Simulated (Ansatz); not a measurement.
BeS (rocksalt), relaxed with r2SCAN, was run in Ansatz under altered settings. All numbers are computed, without spin polarisation but where a row says otherwise.

```
CELL_PARAMETERS angstrom
0.00000 2.31730 2.31730
2.31730 0.00000 2.31730
2.31730 2.31730 0.00000
ATOMIC_POSITIONS crystal
Be 0.00000 0.00000 0.00000
S 0.50000 0.50000 0.50000
```

The base run's other keys:
```yaml
kpoints:
  mp_grid: { grid: [6, 6, 6] }
hamiltonian:
  xc: pbesol
scf:
  occupations: { method: fixed }
  n_extra_bands: 4
```

It takes 6 iterations with 531 plane waves at 420 eV and 16 k points, and leaves a mean stress of -2.91 GPa. The gap over this mesh is 0.942 eV. It ran on 4 threads of Arm Neoverse V2, with other jobs on the host.

Outcomes, with energy and stress as changes against the base:
```tsv
setting	outcome	ΔF (meV/atom)	Δ mean stress (GPa)	gap on the mesh (eV)	iterations	wall time
hamiltonian.dispersion: rvv10	refused	–	–	–	–	0.01 s
magnetization.initial_magnetization: 0.5	refused	–	–	–	–	0.06 s
kpoints.mp_grid.shift: [0.5, 0.5, 0.5]	converged, warned	-8.5	-0.23	1.343	6	0.26 s
hamiltonian.pseudopotentials: ultrasoft	refused	–	–	–	–	0.01 s
basis.ecutwfc: 600	converged	-0.2	0.00	0.942	6	0.27 s
kpoints.mp_grid.grid: [2, 4, 6]	converged, warned	+237	+3.47	1.110	6	0.24 s
scf.occupations: cold 4	converged	+443	-3.33	–	6	0.26 s
basis.ecutwfc: 350	converged, warned	+1.4	0.00	0.943	6	0.22 s
scf.convergence.dr2_threshold: 1.0	converged, warned	0.0	0.0	0.942	6	0.25 s
basis.ecutrho_ratio: 12	converged	0.0	0.00	0.942	6	0.29 s
hamiltonian.xc: r2scan (cutoff then 500 eV)	converged	–	+3.08	1.350	6	0.4 s
hamiltonian.xc: mr2scan (cutoff then 500 eV)	converged	–	+3.08	1.350	6	0.39 s
```
A dash marks a value that wasn't obtained or can't be compared. Stress is positive in compression. Its mean hides that meshes of lower symmetry stress the axes unequally. The base took 0.26 s.

- hamiltonian.dispersion: rvv10. It is rejected at once. Error: inconsistent input (hamiltonian.dispersion, hamiltonian.xc): `dispersion: rvv10` has no transferable b for PBE exchange — Sabatini et al. (2013) fitted b=6.3 to rPW86, and the PBE refits of Peng & Perdew (2017) are task-dependent (b=6.6 S22 / b=10.0 layered). Use `xc: {exchange: rpw86, correlation […]
- magnetization.initial_magnetization: 0.5. It is rejected at once. Error: inconsistent input (scf.occupations.method, magnetization): a σ = 0 step fill (method: fixed, or a smearing width below the step floor) with no hard lock on the total moment puts the same N_el/2 bands in each spin channel, which gives a total moment of zero, but the starting moments sum to +0.5000 μB […]
- kpoints.mp_grid.shift: [0.5, 0.5, 0.5]. The free energy moves by -8.5 meV an atom, the mean stress by -0.23 GPa and the gap on the mesh by +0.401 eV (to 1.343). The mesh breaks the crystal's symmetry, so the stress, and any force that symmetry no longer fixes, lose it too. The gap changes mostly because other points are sampled; a mesh that misses a band edge overestimates it. Warned: symmetry narrowed by mesh.
- hamiltonian.pseudopotentials: ultrasoft. It is rejected at once. Error: YAML parse error: line 13 column 29: unknown variant `uspp`, expected one of nc, nc_fr, paw, paw_fr, all_electron
- kpoints.mp_grid.grid: [2, 4, 6]. The free energy moves by +237 meV an atom, the mean stress by +3.47 GPa and the gap on the mesh by +0.167 eV (to 1.110). The mesh breaks the crystal's symmetry, so the stress, and any force that symmetry no longer fixes, lose it too. The gap changes mostly because other points are sampled; a mesh that misses a band edge overestimates it. The mesh is too coarse. Warned: symmetry narrowed by mesh.
- scf.occupations: cold 4. The free energy moves by +443 meV an atom, the mean stress by -3.33 GPa and the gap on the mesh by +0.260 eV (to 1.202). The term −TS is +382 meV an atom, of a sign that arises since this scheme's broadening is partly negative. A width of 4 eV moves electrons across a gap of 0.94 eV: this is no longer the ground state.
- basis.ecutwfc: 350. 339 plane waves in place of 531. The free energy moves by +1.4 meV an atom, the mean stress by 0.00 GPa and the gap on the mesh by +0.001 eV (to 0.943). The basis is too small: these are errors of the cutoff. Warned: cutoff below recommended.
- scf.convergence.dr2_threshold: 1.0. It converges in 6 iterations, as the base does. Even so loose a threshold leaves the results unchanged here, which can't be counted on. Warned: force scf threshold loose, stress scf threshold loose.
- hamiltonian.xc: r2scan. The cutoff follows the functional, from 420 to 500 eV. The mean stress moves by +3.08 GPa and the gap on the mesh by +0.407 eV (to 1.350). It's another functional on the same cell, so totals aren't comparable.
- hamiltonian.xc: mr2scan. The cutoff follows the functional, from 420 to 500 eV. The mean stress moves by +3.08 GPa and the gap on the mesh by +0.407 eV (to 1.350). It's another functional on the same cell, so totals aren't comparable.

Within 1 meV an atom, 0.1 GPa and 0.005 eV of the base stay: basis.ecutwfc: 600; scf.convergence.dr2_threshold: 1.0; basis.ecutrho_ratio: 12.
